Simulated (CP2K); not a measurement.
The system is TaN.

```
Ta N
1.0
     3.12728    0.00000    0.00000
     1.56364    2.70831    0.00000
     1.56364    0.90277    2.55342
Ta N
1 1
Direct
  0.50000 0.50000 0.50000
  0.00000 0.00000 0.00000
```

The cell comes from a database or a generator and needn't be the stable form of this composition.

Base run:

- Program: CP2K 2026.2
- Functional: LDA
- Potentials or basis: POTENTIAL_UZH Ta GTH-PBE-q13, N GTH-PBE-q5; TZVP-MOLOPT-PBE-GTH basis
- Density cutoff: 9184 eV
- k mesh: 10 × 10 × 10
- Occupations: fermi-dirac, width 0.05 eV
- Spin: no spin polarisation

Its results: band gap on the k mesh none (metal or under the smearing width); pressure -16.6 GPa.

Task: After a change of settings the same cell gave: band gap on the k mesh none (metal or under the smearing width); pressure -8.6 GPa. Which change was it?
A. functional from LDA to r2SCAN
B. functional from LDA to PBEsol
C. functional from LDA to WC
D. functional from LDA to BLYP

Result: A.

Caveats: the potentials were made for another functional, which shifts forces and pressure; the basis of atomic orbitals isn't converged, which shifts pressures, moduli and gaps.

Runs at the PBE level aren't shown here.
